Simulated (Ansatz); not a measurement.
An Ansatz input:

```yaml
crystal:
  lattice:
    - [-1.3936936485, 1.3936936485, 1.3936936485]
    - [1.3936936485, -1.3936936485, 1.3936936485]
    - [1.3936936485, 1.3936936485, -1.3936936485]
  atoms:
    - { symbol: Mn, position: [0.0, 0.0, 0.0], spin: 1.159 }
hamiltonian:
  xc: r2scan
  pseudopotentials:
    kind: paw
    azcp:
      Mn: "pseudopotentials/Mn.paw.azcp"
basis:
  ecutwfc: 500
  fft_grid_basis: typed
kpoints:
  mp_grid: { grid: [18, 18, 18], shift: [0, 0, 0] }
magnetization:
  spin_polarized: true
scf:
  occupations: { method: fermi_dirac, width: 0.05 }
  lower_state_search: "off"
output:
  stress: true
```

Terminal output

```
Engine: ansatz 0.2.0, x86_64-unknown-linux-gnu
Pseudopotentials: kind: paw
Pseudopotential: Mn, paw, valence charge 15, recommended cutoff 500 eV (meta_gga) 
Functional definition: r2SCAN
  parameter k0 = 0.174
  parameter k1 = 0.065
  parameter a1 = 4.9479
  exchange = r2scan_x(k0 = k0, k1 = k1, a1 = a1)
  correlation = r2scan_c
Crystal: 1 atoms, lattice volume = 10.828 Å³
Basis set: ecut = 500 eV, 249 PW (Γ), exchange–correlation on 72×72×72 points (64 copies of the dense FFT grid, shifted against one another)
Bands: 13, of which v1, the nominal top of the filled ones, is band 8 counted from 1 (7 counted from 0)
Symmetry: 48 space group operations
Space group: Im-3m (ITA 229), of the structure as read, at distance tolerance 2.2e-5 Å
Magnetic group: BNS 229.140 (UNI 1642), of the structure as read, at distance tolerance 2.2e-5 Å
k-points: 195 of 5832
Non-local potential: Mn, projectors of the file, l = 0: 3, l = 1: 2, l = 2: 3, l = 3: 1
PAW form: soft (Blöchl's): semilocal exchange-correlation on the pseudo side does not see the compensation charge
PAW frozen core: Mn, regenerated for the run's functional (the file was generated under x = pbe(κ = 0.804, μ = 0.2195149727645171), c = pbe(β = 0.06672455060314922))
PAW one-centre angular grid: Mn, 590 points (default); XC on 160 Gauss nodes
Initial density: superposition of atomic densities (chi_scale 0.1, normalization cell)
Starting moments: Σ|m| = 1.159 μB on 1 of 1 site
Initial wavefunctions: pseudopotential atomic-orbital guess
Functional: x = r2scan, c = r2scan; τ floored in thin density (d = 2e-4 eV/Å³)
SCF iter   1: F=-3902.758193 eV  HF=-3903.637017 eV  |F-HF|=8.79e-1  |Δ(HF+E_count)|=         —  Δρ=7.45e-2 (↑7.45e-2 ↓5.91e-2)  dr2=1.24e0  dr2_τ=1.17e-2  dr2_m=2.28e-2  M=0.956 μB ∫|m|=0.958 μB  β_m=0.30  ethr=3.10e-3  ⟨swp⟩=4.5  Hψ=25355  notcnv=0
SCF iter   2: F=-3903.485313 eV  HF=-3903.427454 eV  |F-HF|=5.79e-2  |Δ(HF+E_count)|=   2.10e-1  Δρ=2.02e-2 (↑1.34e-2 ↓2.02e-2)  dr2=1.67e-2  dr2_τ=3.81e-3  dr2_m=8.64e-3  M=1.043 μB ∫|m|=1.053 μB  β_m=1.00  ethr=3.10e-3  ⟨swp⟩=2.9  Hψ=13709  notcnv=0  defer=174  κ⁻¹=1.0e0(r=1)
SCF iter   3: F=-3903.501194 eV  HF=-3903.468694 eV  |F-HF|=3.25e-2  |Δ(HF+E_count)|=   4.12e-2  Δρ=1.34e-2 (↑9.96e-3 ↓1.34e-2)  dr2=8.86e-3  dr2_τ=1.97e-4  dr2_m=3.84e-3  M=1.048 μB ∫|m|=1.095 μB  β_m=1.00  ethr=1.11e-4  ⟨swp⟩=3.0  Hψ=11696  notcnv=0  defer=173  κ⁻¹=1.3e-3(r=2)
SCF iter   4: F=-3903.507477 eV  HF=-3903.483775 eV  |F-HF|=2.37e-2  |Δ(HF+E_count)|=   1.51e-2  Δρ=4.90e-3 (↑4.90e-3 ↓2.34e-3)  dr2=1.73e-3  dr2_τ=2.09e-5  dr2_m=8.10e-4  M=1.054 μB ∫|m|=1.117 μB  β_m=1.00  ethr=5.91e-5  ⟨swp⟩=2.4  Hψ=11713  notcnv=0  defer=173  κ⁻¹=3.6e-6(r=3)
SCF iter   5: F=-3903.509772 eV  HF=-3903.493312 eV  |F-HF|=1.65e-2  |Δ(HF+E_count)|=   9.54e-3  Δρ=3.38e-3 (↑3.38e-3 ↓1.32e-3)  dr2=5.13e-4  dr2_τ=1.46e-5  dr2_m=4.99e-4  M=1.064 μB ∫|m|=1.134 μB  β_m=1.20  ethr=1.15e-5  ⟨swp⟩=2.4  Hψ=9764  notcnv=0  defer=173
Mixer restart at iter 5: flushing history
spin-set hold released at iteration 5 (site moments contracting): the magnetisation degrees of freedom join the quasi-Newton model from the next iteration; the mixer history was flushed
SCF iter   6: F=-3903.511144 eV  HF=-3903.498868 eV  |F-HF|=1.23e-2  |Δ(HF+E_count)|=   5.56e-3  Δρ=2.13e-3 (↑2.13e-3 ↓8.28e-4)  dr2=1.58e-4  dr2_τ=4.61e-6  dr2_m=2.08e-4  M=1.075 μB ∫|m|=1.150 μB  β_m=1.20  ethr=3.42e-6  ⟨swp⟩=2.5  Hψ=8712  notcnv=0  defer=173  κ⁻¹=1.0e0(r=1)
SCF iter   7: F=-3903.513036 eV  HF=-3903.508638 eV  |F-HF|=4.40e-3  |Δ(HF+E_count)|=   9.77e-3  Δρ=1.53e-3 (↑1.53e-3 ↓8.99e-4)  dr2=5.32e-5  dr2_τ=1.67e-6  dr2_m=9.37e-5  M=1.097 μB ∫|m|=1.179 μB  β_m=1.20  ethr=1.05e-6  ⟨swp⟩=2.0  Hψ=10534  notcnv=0  defer=173  κ⁻¹=1.8e-2(r=2)
SCF iter   8: F=-3903.511439 eV  HF=-3903.500971 eV  |F-HF|=1.05e-2  |Δ(HF+E_count)|=   7.67e-3  Δρ=1.98e-3 (↑1.98e-3 ↓8.91e-4)  dr2=1.02e-4  dr2_τ=2.55e-6  dr2_m=1.77e-4  M=1.077 μB ∫|m|=1.153 μB  β_m=1.20  ethr=3.54e-7  ⟨swp⟩=2.0  Hψ=9213  notcnv=0  defer=173  κ⁻¹=4.3e-3(r=3)
SCF iter   9: F=-3903.513296 eV  HF=-3903.508973 eV  |F-HF|=4.32e-3  |Δ(HF+E_count)|=   8.00e-3  Δρ=1.42e-3 (↑1.42e-3 ↓6.34e-4)  dr2=5.28e-5  dr2_τ=1.37e-6  dr2_m=8.81e-5  M=1.102 μB ∫|m|=1.185 μB  β_m=1.20  ethr=3.54e-7  ⟨swp⟩=2.0  Hψ=9457  notcnv=0  defer=173  κ⁻¹=1.6e-3(r=4)
SCF iter  10: F=-3903.514628 eV  HF=-3903.514597 eV  |F-HF|=3.06e-5  |Δ(HF+E_count)|=   5.62e-3  Δρ=6.54e-4 (↑5.96e-4 ↓6.54e-4)  dr2=6.42e-7  dr2_τ=6.10e-7  dr2_m=3.87e-5  M=1.149 μB ∫|m|=1.247 μB  β_m=1.20  ethr=3.52e-7  ⟨swp⟩=2.4  Hψ=10451  notcnv=0  defer=173  κ⁻¹=7.4e-4(r=5)
SCF iter  11: F=-3903.514599 eV  HF=-3903.514506 eV  |F-HF|=9.31e-5  |Δ(HF+E_count)|=   9.10e-5  Δρ=8.77e-4 (↑8.45e-4 ↓8.77e-4)  dr2=4.12e-7  dr2_τ=1.09e-6  dr2_m=7.32e-5  M=1.151 μB ∫|m|=1.250 μB  β_m=1.20  ethr=4.28e-9  ⟨swp⟩=2.2  Hψ=8862  notcnv=0  defer=170  κ⁻¹=3.3e-5(r=6)
SCF iter  12: F=-3903.514601 eV  HF=-3903.514515 eV  |F-HF|=8.54e-5  |Δ(HF+E_count)|=   9.17e-6  Δρ=6.92e-4 (↑6.92e-4 ↓6.44e-4)  dr2=3.41e-7  dr2_τ=5.97e-7  dr2_m=4.39e-5  M=1.151 μB ∫|m|=1.250 μB  β_m=1.20  ethr=2.75e-9  ⟨swp⟩=2.0  Hψ=7880  notcnv=0  defer=170  κ⁻¹=2.5e-5(r=7)
SCF iter  13: F=-3903.514616 eV  HF=-3903.514561 eV  |F-HF|=5.48e-5  |Δ(HF+E_count)|=   4.53e-5  Δρ=5.42e-4 (↑5.42e-4 ↓4.99e-4)  dr2=2.28e-7  dr2_τ=3.59e-7  dr2_m=2.67e-5  M=1.150 μB ∫|m|=1.249 μB  β_m=1.20  ethr=2.27e-9  ⟨swp⟩=2.0  Hψ=7873  notcnv=0  defer=170  κ⁻¹=1.3e-6(r=8)
SCF iter  14: F=-3903.514642 eV  HF=-3903.514642 eV  |F-HF|=6.95e-7  |Δ(HF+E_count)|=   8.10e-5  Δρ=4.62e-5 (↑4.62e-5 ↓4.18e-5)  dr2=2.72e-9  dr2_τ=2.12e-9  dr2_m=1.90e-7  M=1.145 μB ∫|m|=1.242 μB  β_m=1.20  ethr=6.67e-10  ⟨swp⟩=2.8  Hψ=20217  notcnv=0  κ⁻¹=3.0e-7(r=8)
SCF iter  15: F=-3903.514643 eV  HF=-3903.514643 eV  |F-HF|=1.14e-7  |Δ(HF+E_count)|=   8.60e-7  Δρ=1.24e-5 (↑1.24e-5 ↓1.14e-5)  dr2=1.81e-10  dr2_τ=1.32e-10  dr2_m=1.40e-8  M=1.145 μB ∫|m|=1.241 μB  β_m=1.20  ethr=1.81e-11  ⟨swp⟩=4.0  Hψ=14759  notcnv=0  κ⁻¹=1.7e-7(r=8)
SCF iter  16: F=-3903.514643 eV  HF=-3903.514643 eV  |F-HF|=7.55e-8  |Δ(HF+E_count)|=   5.32e-8  Δρ=1.45e-5 (↑1.45e-5 ↓1.36e-5)  dr2=1.46e-10  dr2_τ=2.21e-10  dr2_m=1.94e-8  M=1.145 μB ∫|m|=1.241 μB  β_m=1.20  ethr=1.20e-12  ⟨swp⟩=3.7  Hψ=12641  notcnv=0  κ⁻¹=2.8e-8(r=8)
iter 17 did not close the SCF: its close was put off for a magnetic moment that had not settled (scf_convergence_deferred on its scf_iter line)
SCF iter  17: F=-3903.514643 eV  HF=-3903.514643 eV  |F-HF|=7.39e-9  |Δ(HF+E_count)|=   9.69e-8  Δρ=9.13e-6 (↑9.13e-6 ↓8.74e-6)  dr2=4.72e-11  dr2_τ=1.08e-10  dr2_m=7.89e-9  M=1.145 μB ∫|m|=1.241 μB  β_m=1.20  ethr=1.00e-12  ⟨swp⟩=4.0  Hψ=13602  notcnv=0  κ⁻¹=3.2e-9(r=8)
SCF iter  18: F=-3903.514643 eV  HF=-3903.514643 eV  |F-HF|=1.25e-9  |Δ(HF+E_count)|=   9.03e-9  Δρ=5.76e-6 (↑5.76e-6 ↓5.65e-6)  dr2=1.79e-11  dr2_τ=4.72e-11  dr2_m=3.22e-9  M=1.144 μB ∫|m|=1.241 μB  ethr=1.00e-12  ⟨swp⟩=1.2  Hψ=14653  notcnv=0
SCF 1 converged in 18 iterations: F = -3903.514643 eV  dr2 = 1.79e-11
this state was not tested for a lower state beside it, because the mixer in use, unlike msr1, does not test its closes by its own steps (another_mixer; see scf.mixing.algorithm and scf.lower_state_search)
SCF converged after 18 iterations
Magnetization: 1.1445 μB (8.0722 up, 6.9278 down)
Absolute magnetization: 1.2414 μB (∫|ρ↑−ρ↓|, with the PAW one-centre terms)
Spin contamination: 0.0279 ħ² per cell (⟨S²⟩ above its minimum at these occupations)
Per-site moments (μB) at R_I (Å): [(1.1849844024435354, 0.9957536363725665)]
Free energy (F): -3903.514643 eV
Harris-Foulkes:  -3903.514643 eV  (|F-HF|=1.25e-9)
Internal energy: -3903.499515 eV  (E = F + TS)
E sigma→0 (E₀):  -3903.507079 eV
Entropy (-TS):   -0.015128 eV (-15.128 meV/atom)
Fermi energy:    20.080336 eV
--- Per-component energies (eV) ---
  E_band       = -178.500625
  E_kinetic    = 308.042497
  E_local      = -1570.007630  (includes V_loc(G=0)·N_el)
  E_nonlocal   = 238.535517
  E_hartree    = 653.437808
  E_xc         = -111.692627
  E_vxc        = -164.634822  (∫ρ·V_xc dr)
  E_paw        = -1306.500136  (= ΣΔE_a)
  E_vpaw       = -308.615778  (= ΣTr[D̂ρ^β])
  E_aug_tail   = -0.000004  (compensation charges beyond the density's cutoff)
  E_vtau       = 11.303947  (kinetic-family band-sum trace: ∫τ·v_τ [+ j·A + Jᵃ·Aᵃ] dr)
  E_ewald      = -2115.031897
  E_core_change = -0.283043  (= ΣΔE_core)
  E_smearing   = -0.015128  (= −TS)
  E_closure    = 0.000000  (closes the sum)
  Σ components = -3903.514643   (vs F -3903.514643, Δ=0.00e0)
--- Stress (GPa, compression-positive) ---
       -0.216145      -0.000000      -0.000000
        0.000000      -0.216145      -0.000000
       -0.000000      -0.000000      -0.216145
  P = ⅓ Tr σ = -0.2161 GPa (-2.161 kbar)
```

Command:

```sh
ansatz run input.yaml --threads 1 --pin off --max-ram 3584MiB --backend cpu --events-out ev --progress --plain --runs-dir out
```

On 1 thread of Intel(R) Xeon(R) Platinum 8259CL CPU @ 2.50GHz (Skylake/Cascade Lake) (shared host) this took about 20 s of wall time and 20 s of CPU time.
